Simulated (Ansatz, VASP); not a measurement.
# Two plane-wave programs on Au

```xyz
1
Lattice="0.0000 2.0749 2.0749 2.0749 0.0000 2.0749 2.0749 2.0749 0.0000" Properties=species:S:1:pos:R:3 pbc="T T T"
Au    0.0000    0.0000    0.0000
```

Change from the starting cell: volume scaled by 1.06.

Alike in both runs: task single point; functional PBEsol; k mesh 11 × 11 × 11; occupations fermi-dirac, width 0.05 eV; no spin polarisation.

```csv
,VASP,Ansatz
version,VASP 6.6.1,Ansatz 0.2.0
potentials or method,"VASP PAW PBE potentials, release 64 (Au)",Ansatz PAW
plane-wave cutoff (eV),520,420
valence electrons in the cell,11,19
```

Ansatz gave:

| Quantity | Value |
| --- | --- |
| gap on the k mesh at the Fermi level (eV) | none |
| pressure (GPa) | -7.5 |

Problem. Estimate VASP's values.

Solution. gap on the k mesh at the Fermi level (eV): none; pressure (GPa): -7.7.

A gap of «none» marks a metal or a gap that the smearing closes. The two sets of potentials don't hold the same shells in valence.

Caveats: the PAW data sets were made with another functional, which shifts forces and pressure a little (VASP); the PAW data sets come from PBE, with cores solved anew for the run's functional, which leaves a small shift of forces and pressure (Ansatz). The runs have no spin-orbit coupling, so splittings on Au are missing.
